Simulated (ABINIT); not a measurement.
# InP (F-43m) in ABINIT: settings compared

Aim: see how the results for InP move with the level of theory and the settings. Levels: BP86, LDA. Tasks: equation of state, band structure.

Program: ABINIT 10.8.3 (patched build). These are calculated values, not measurements. Logs are shortened: lines on timing, memory, paths and dates and some standing lists are left out, and cuts for length are marked. The log counts tension as positive stress, the text compression.

**The experiment to reproduce.**

From a printed reference work, data compilation, for a bulk crystal of InP at 1.6 K: band gap 1.4236 eV (direct).

The runs below are set against these values where they give the same quantity.

### 1 The structure

Symmetry: F-43m, No. 216, cubic system. The conventional cell has a = 5.861 Å, b = 5.861 Å, c = 5.861 Å, α = 90.00°, β = 90.00°, γ = 90.00°. In (site symmetry -43m) is surrounded by 4 P at 2.54 Å. P (site symmetry -43m) has 4 In at 2.54 Å as nearest neighbours.

### 2 Equation of state, BP86

Input file run.abi:

```
# Datasets: one volume each
ndtset 7
getwfk -1
scalecart1 3*0.9795861087
scalecart2 3*0.9864848297
scalecart3 3*0.9932883884
scalecart4 3*1.0000000000
scalecart5 3*1.0066227096
scalecart6 3*1.0131594038
scalecart7 3*1.0196128224

# Pseudopotentials
pp_dirpath "./"
pseudos "In.GGA_PBE-JTH_sp.xml, P.GGA_PBE-JTH.xml"

# Structure
acell 7.83169184 7.83169184 7.83169184
rprim
     0.0000000000     0.7071067812     0.7071067812
     0.7071067812     0.0000000000     0.7071067812
     0.7071067812     0.7071067812     0.0000000000
ntypat 2
znucl 49 15
natom 2
typat 1 2
xred
     0.0000000000     0.0000000000     0.0000000000
     0.7500000000     0.7500000000     0.7500000000

# Plane-wave basis
ecut 20.0
pawecutdg 40.0

# k points
kptopt 1
ngkpt 8 8 8
nshiftk 1
shiftk 0.0 0.0 0.0

# Exchange and correlation
ixc -106132

# Bands and occupations
nband 8
occopt 3
tsmear 0.00183747

# SCF cycle
nstep 100
tolvrs 1.0e-9

# Output
iomode 3
prtwf 1
prtden 0
prteig 0
prtebands 0
enunit 2
```

Potentials or basis: JTH PAW PBE v2.0 sp.

Started as:

```console
> abinit run.abi > log 2>&1
```

run.abo:

```text
.Version 10.8.3 of ABINIT
 DATASET    1 : space group F-4 3 m (#216); Bravais cF (face-center cubic)
================================================================================
 Values of the parameters that define the memory need for DATASET  1.
     intxc =       0    ionmov =       0      iscf =      17    lmnmax =      13
     lnmax =       5     mgfft =      32  mpssoang =       3    mqgrid =    3001
     natom =       2  nloc_mem =       2    nspden =       1   nspinor =       1
    nsppol =       1      nsym =      24    n1xccc =       1    ntypat =       2
    occopt =       3   xclevel =       2
       mpw =        1384          nfft =       32768          nkpt =          29
 PAW method is used; the additional fine FFT grid is defined by:
   mgfftf=        45    nfftf =     91125
================================================================================
================================================================================
[... 71 lines left out ...]
 DATASET    7 : space group F-4 3 m (#216); Bravais cF (face-center cubic)
================================================================================
 Values of the parameters that define the memory need for DATASET  7.
     intxc =       0    ionmov =       0      iscf =      17    lmnmax =      13
     lnmax =       5     mgfft =      36  mpssoang =       3    mqgrid =    3001
     natom =       2  nloc_mem =       2    nspden =       1   nspinor =       1
    nsppol =       1      nsym =      24    n1xccc =       1    ntypat =       2
    occopt =       3   xclevel =       2
       mpw =        1556          nfft =       46656          nkpt =          29
 PAW method is used; the additional fine FFT grid is defined by:
   mgfftf=        48    nfftf =    110592
================================================================================
================================================================================

--------------------------------------------------------------------------------
------------- Echo of variables that govern the present computation ------------
--------------------------------------------------------------------------------
 -outvars: echo values of preprocessed input variables --------
            acell      7.8316918400E+00  7.8316918400E+00  7.8316918400E+00 Bohr
              amu      1.14820000E+02  3.09737620E+01
             ecut      2.00000000E+01 Hartree
           enunit           2
           getwfk          -1
              ixc     -106132
           jdtset        1    2    3    4    5    6    7
         kptrlatt        8    0    0      0    8    0      0    0    8
          kptrlen1     6.13745323E+01
          kptrlen2     6.18067615E+01
          kptrlen3     6.22330285E+01
          kptrlen4     6.26535347E+01
          kptrlen5     6.30684709E+01
          kptrlen6     6.34780179E+01
          kptrlen7     6.38823474E+01
            natom           2
            nband           8
           ndtset           7
            ngfft1         32      32      32
            ngfft2         32      32      32
            ngfft3         32      32      32
            ngfft4         32      32      32
            ngfft5         32      32      32
            ngfft6         32      32      32
            ngfft7         36      36      36
          ngfftdg1         45      45      45
          ngfftdg2         45      45      45
          ngfftdg3         48      48      48
          ngfftdg4         48      48      48
          ngfftdg5         48      48      48
          ngfftdg6         48      48      48
          ngfftdg7         48      48      48
             nkpt          29
            nstep         100
             nsym          24
           ntypat           2
           occopt           3
        pawecutdg      4.00000000E+01 Hartree
         pawxcdev           0
           prtden           0
        prtebands           0
           prteig           0
            rprim1     0.0000000000E+00  6.9267198023E-01  6.9267198023E-01
                       6.9267198023E-01  0.0000000000E+00  6.9267198023E-01
                       6.9267198023E-01  6.9267198023E-01  0.0000000000E+00
            rprim2     0.0000000000E+00  6.9755011263E-01  6.9755011263E-01
[... 15 lines left out ...]
                       7.2097514092E-01  0.0000000000E+00  7.2097514092E-01
                       7.2097514092E-01  7.2097514092E-01  0.0000000000E+00
          spgroup         216
           tolvrs      1.00000000E-09
           tsmear      1.83747000E-03 Hartree
            typat      1  2
           useylm           1
           xangst1     0.0000000000E+00  0.0000000000E+00  0.0000000000E+00
                       4.3060156345E+00  4.3060156345E+00  4.3060156345E+00
           xangst2     0.0000000000E+00  0.0000000000E+00  0.0000000000E+00
                       4.3363406873E+00  4.3363406873E+00  4.3363406873E+00
           xangst3     0.0000000000E+00  0.0000000000E+00  0.0000000000E+00
                       4.3662474304E+00  4.3662474304E+00  4.3662474304E+00
           xangst4     0.0000000000E+00  0.0000000000E+00  0.0000000000E+00
                       4.3957499971E+00  4.3957499971E+00  4.3957499971E+00
           xangst5     0.0000000000E+00  0.0000000000E+00  0.0000000000E+00
                       4.4248617728E+00  4.4248617728E+00  4.4248617728E+00
           xangst6     0.0000000000E+00  0.0000000000E+00  0.0000000000E+00
                       4.4535954463E+00  4.4535954463E+00  4.4535954463E+00
           xangst7     0.0000000000E+00  0.0000000000E+00  0.0000000000E+00
                       4.4819630611E+00  4.4819630611E+00  4.4819630611E+00
            xcart1     0.0000000000E+00  0.0000000000E+00  0.0000000000E+00
                       8.1371902431E+00  8.1371902431E+00  8.1371902431E+00
            xcart2     0.0000000000E+00  0.0000000000E+00  0.0000000000E+00
                       8.1944962876E+00  8.1944962876E+00  8.1944962876E+00
            xcart3     0.0000000000E+00  0.0000000000E+00  0.0000000000E+00
                       8.2510118415E+00  8.2510118415E+00  8.2510118415E+00
            xcart4     0.0000000000E+00  0.0000000000E+00  0.0000000000E+00
                       8.3067636125E+00  8.3067636125E+00  8.3067636125E+00
            xcart5     0.0000000000E+00  0.0000000000E+00  0.0000000000E+00
                       8.3617768956E+00  8.3617768956E+00  8.3617768956E+00
            xcart6     0.0000000000E+00  0.0000000000E+00  0.0000000000E+00
                       8.4160756691E+00  8.4160756691E+00  8.4160756691E+00
            xcart7     0.0000000000E+00  0.0000000000E+00  0.0000000000E+00
                       8.4696826919E+00  8.4696826919E+00  8.4696826919E+00
             xred      0.0000000000E+00  0.0000000000E+00  0.0000000000E+00
                       7.5000000000E-01  7.5000000000E-01  7.5000000000E-01
            znucl       49.00000   15.00000

================================================================================

 chkinp: Checking input parameters for consistency, jdtset=   1.

 chkinp: Checking input parameters for consistency, jdtset=   2.
[... 36 lines left out ...]
 getcut: wavevector=  0.0000  0.0000  0.0000  ngfft=  45  45  45
         ecut(hartree)=     40.000   => boxcut(ratio)=   2.01446

--- Pseudopotential description ------------------------------------------------
- pspini: atom type   1  psp file is ./In.GGA_PBE-JTH_sp.xml
 Pseudopotential format is: paw10
 basis_size (lnmax)=  5 (lmn_size= 13), orbitals=   0   0   1   1   2
 Spheres core radius: rc_sph= 2.90115454
 Shapefunction is SIN type: shapef(r)=[sin(pi*r/rshp)/(pi*r/rshp)]**2
 Radius for shape functions =  2.20905649
 Compensation charge density is not taken into account in XC energy/potential

- pspini: atom type   2  psp file is ./P.GGA_PBE-JTH.xml
 Pseudopotential format is: paw10
 basis_size (lnmax)=  4 (lmn_size=  8), orbitals=   0   0   1   1
 Spheres core radius: rc_sph= 1.60765221
 Shapefunction is SIN type: shapef(r)=[sin(pi*r/rshp)/(pi*r/rshp)]**2
 Radius for shape functions =  1.60765221
 Compensation charge density is not taken into account in XC energy/potential

   2.29043081E+02                                ecore*ucvol(ha*bohr**3)
--------------------------------------------------------------------------------

[... 1083 lines left out ...]
 getcut: wavevector=  0.0000  0.0000  0.0000  ngfft=  36  36  36
         ecut(hartree)=     20.000   => boxcut(ratio)=   2.23940

 getcut : COMMENT -
  Note that boxcut > 2.2 ; recall that boxcut=Gcut(box)/Gcut(sphere) = 2
  is sufficient for exact treatment of convolution.
  Such a large boxcut is a waste : you could raise ecut
  e.g. ecut=   25.074542 Hartrees makes boxcut=2

 Fine grid specifications (used for densities):

 getcut: wavevector=  0.0000  0.0000  0.0000  ngfft=  48  48  48
         ecut(hartree)=     40.000   => boxcut(ratio)=   2.11133
--------------------------------------------------------------------------------
[... 147 lines left out ...]
-Cartesian components of stress tensor (GPa)         [Pressure=  1.6031E+00 GPa]
- sigma(1 1)= -1.60313674E+00  sigma(3 2)=  0.00000000E+00
- sigma(2 2)= -1.60313674E+00  sigma(3 1)=  0.00000000E+00
- sigma(3 3)= -1.60313674E+00  sigma(2 1)=  0.00000000E+00

== END DATASET(S) ==============================================================
================================================================================

 -outvars: echo values of variables after computation  --------
            acell      7.8316918400E+00  7.8316918400E+00  7.8316918400E+00 Bohr
           etotal1    -8.7534215501E+00
           etotal2    -8.7560037731E+00
           etotal3    -8.7580801524E+00
           etotal4    -8.7597046013E+00
           etotal5    -8.7609242067E+00
           etotal6    -8.7617800041E+00
           etotal7    -8.7623079489E+00
            fcart1    -7.7556098030E-30 -1.3960097645E-29  2.3266829409E-29
                       7.7556098030E-30  1.3960097645E-29 -2.3266829409E-29
            fcart2    -1.5402745990E-30 -1.5402745990E-30  4.6208237970E-30
                       1.5402745990E-30  1.5402745990E-30 -4.6208237970E-30
            fcart3    -3.0594488836E-30 -1.5297244418E-30  6.1188977672E-30
                       3.0594488836E-30  1.5297244418E-30 -6.1188977672E-30
            fcart4     1.2979700237E-47 -1.5194575255E-30 -1.2979700237E-47
                      -1.2979700237E-47  1.5194575255E-30  1.2979700237E-47
            fcart5    -3.0189216099E-30 -1.5094608049E-30  6.0378432197E-30
                       3.0189216099E-30  1.5094608049E-30 -6.0378432197E-30
[... 38 lines left out ...]
                       0.0000000000E+00  0.0000000000E+00  0.0000000000E+00
           xangst1     0.0000000000E+00  0.0000000000E+00  0.0000000000E+00
                       4.3060156345E+00  4.3060156345E+00  4.3060156345E+00
           xangst2     0.0000000000E+00  0.0000000000E+00  0.0000000000E+00
                       4.3363406873E+00  4.3363406873E+00  4.3363406873E+00
           xangst3     0.0000000000E+00  0.0000000000E+00  0.0000000000E+00
                       4.3662474304E+00  4.3662474304E+00  4.3662474304E+00
           xangst4     0.0000000000E+00  0.0000000000E+00  0.0000000000E+00
                       4.3957499971E+00  4.3957499971E+00  4.3957499971E+00
           xangst5     0.0000000000E+00  0.0000000000E+00  0.0000000000E+00
                       4.4248617728E+00  4.4248617728E+00  4.4248617728E+00
           xangst6     0.0000000000E+00  0.0000000000E+00  0.0000000000E+00
                       4.4535954463E+00  4.4535954463E+00  4.4535954463E+00
           xangst7     0.0000000000E+00  0.0000000000E+00  0.0000000000E+00
                       4.4819630611E+00  4.4819630611E+00  4.4819630611E+00
             xred      0.0000000000E+00  0.0000000000E+00  0.0000000000E+00
                       7.5000000000E-01  7.5000000000E-01  7.5000000000E-01
 Calculation completed.
```

Run time: 65 s. Hardware: 1 thread of Intel Xeon Platinum 8375C at 2.90GHz (Ice Lake), shared host; peak memory 0.16 GiB.

What came out:

```yaml
Equilibrium_volume: "27.37 Å³/atom (rough: see the caveat)"
Bulk_modulus: 60 GPa (rough)
```

Energy against volume, from the lowest point:
```tsv
volume (Å³/atom)	energy (meV/atom)
23.657	120.91
24.160	85.77
24.663	57.52
25.167	35.42
25.670	18.83
26.173	7.18
26.677	0.00
```

Caveat: the cutoff is too short for stress, so the log's stress isn't used; pressures at fixed basis lie under the slope of the energies; the minimum lies outside the volumes run; the PAW data sets were made with another functional, which shifts forces and pressure a little; this set keeps more shells in the core, which shifts pressures and gaps.

### 3 Band structure, LDA

Input file run.abi:

```
# Datasets: ground state, then fixed potential
ndtset 2

# Pseudopotentials
pp_dirpath "./"
pseudos "In.LDA_PW-JTH.xml, P.LDA_PW-JTH.xml"

# Structure
acell 3*1.0
rprim
     0.0000000000     5.5378424082     5.5378424082
     5.5378424082     0.0000000000     5.5378424082
     5.5378424082     5.5378424082     0.0000000000
ntypat 2
znucl 49 15
natom 2
typat 1 2
xred
     0.0000000000     0.0000000000     0.0000000000
     0.7500000000     0.7500000000     0.7500000000

# Plane-wave basis
ecut 544.227725 eV
pawecutdg 40.0

# Exchange and correlation
ixc 7

# Bands and occupations
occopt 3
tsmear 0.00183747

# SCF cycle
nstep 100

# Output
iomode 3
prtwf 0
prteig 0
prtebands 0
prtden1 1

# Dataset 1
kptopt1 1
ngkpt1 8 8 8
nshiftk1 1
shiftk1 0.0 0.0 0.0
nband1 13
tolvrs1 1.0e-9

# Dataset 2: bands along G-X-W-K-G-L-U-W-L-K
iscf2 -2
getden2 1
nband2 17
nbdbuf2 2
tolwfr2 1.0e-12
kptopt2 -9
ndivsm2 8
prteig2 1
kptbounds2
     0.0000000000     0.0000000000     0.0000000000
     0.5000000000     0.0000000000     0.5000000000
     0.5000000000     0.2500000000     0.7500000000
     0.3750000000     0.3750000000     0.7500000000
     0.0000000000     0.0000000000     0.0000000000
     0.5000000000     0.5000000000     0.5000000000
     0.6250000000     0.2500000000     0.6250000000
     0.5000000000     0.2500000000     0.7500000000
     0.5000000000     0.5000000000     0.5000000000
     0.3750000000     0.3750000000     0.7500000000
```

Potentials or basis: JTH PAW LDA v2.0.

Started as:

```console
> abinit run.abi > log 2>&1
```

Wall time 72 s (1 thread of Intel Xeon Platinum 8375C at 2.90GHz (Ice Lake), shared host); peak memory 0.14 GiB.

Results (log left out):

```yaml
Free_energy: -1766.0456 eV
Band_gap_on_the_k_mesh: 0.46 eV, direct
Valence_electrons_inside_the_program's_atomic_spheres: In 11.27; P 1.59
```

Levels at the corners of the path, in eV from the valence-band top:
```csv
point,band 7,band 8,band 9,band 10,band 11,band 12
Γ,0.00,0.00,0.00,0.46,3.95,3.95
X,-5.89,-2.37,-2.37,1.60,2.11,8.98
W,-5.74,-3.01,-2.99,4.18,4.25,5.39
K,-5.75,-3.38,-1.98,2.20,4.26,7.36
Γ,0.00,0.00,0.00,0.46,3.95,3.95
L,-5.85,-1.00,-1.00,1.29,4.70,4.70
U,-5.75,-3.38,-1.98,2.20,4.26,7.36
W,-5.74,-3.01,-2.99,4.18,4.25,5.39
L,-5.85,-1.00,-1.00,1.29,4.70,4.70
K,-5.75,-3.38,-1.98,2.20,4.26,7.36
```

Caveat: the cutoff is too short for stress, so the log's stress isn't used; spin-orbit coupling is left out, which moves the levels of the heavy elements.

### 4 How close it comes

Step 3. Measured gap of InP: 1.4236 eV (direct; 1.6 K; a printed reference work, data compilation). This calculation gives 0.46 eV (-0.96 eV). Spin-orbit coupling on In is left out. The value is that of LDA, without temperature or zero-point motion. Semilocal functionals fall short of measured gaps as a rule.
